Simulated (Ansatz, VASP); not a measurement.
# Two plane-wave programs on Al2Zn3O

```xyz
6
Lattice="4.9514 0.0000 0.0000 -2.4757 4.2880 0.0000 0.0000 0.0000 4.5590" Properties=species:S:1:pos:R:3 pbc="T T T"
Al    0.0000    2.8587    0.0000
Al    2.4757    1.4293    0.0000
Zn    2.4757    0.0000    2.2795
Zn    1.2378    2.1440    2.2795
Zn   -1.2378    2.1440    2.2795
O     0.0000    0.0000    0.0000
```

Change from the starting cell: species swapped into the SmAl3Pd2 type (P6/mmm, No. 191).

Alike in both runs: functional PBE; k mesh 6 × 6 × 4; occupations gaussian, width 0.1 eV; no spin polarisation.

Ansatz relaxed the structure, and its values are those at the end. VASP's run is a single point on that final structure, the one shown.

|  | VASP | Ansatz |
| --- | --- | --- |
| version | VASP 6.6.1 | Ansatz 0.2.0 |
| potentials or method | VASP PAW PBE potentials, release 64 (Al, Zn, O) | scalar-relativistic, plane waves, PAW |
| plane-wave cutoff (eV) | 520 | 420 |
| valence electrons in the cell | 48 | 48 |

|  | VASP | Ansatz | Ansatz less VASP |
| --- | --- | --- | --- |
| gap on the k mesh at the Fermi level (eV) | none | none | - |
| pressure (GPa) | 0.2 | 0.0 | -0.16 |

A gap of «none» marks a metal or a gap that the smearing closes.
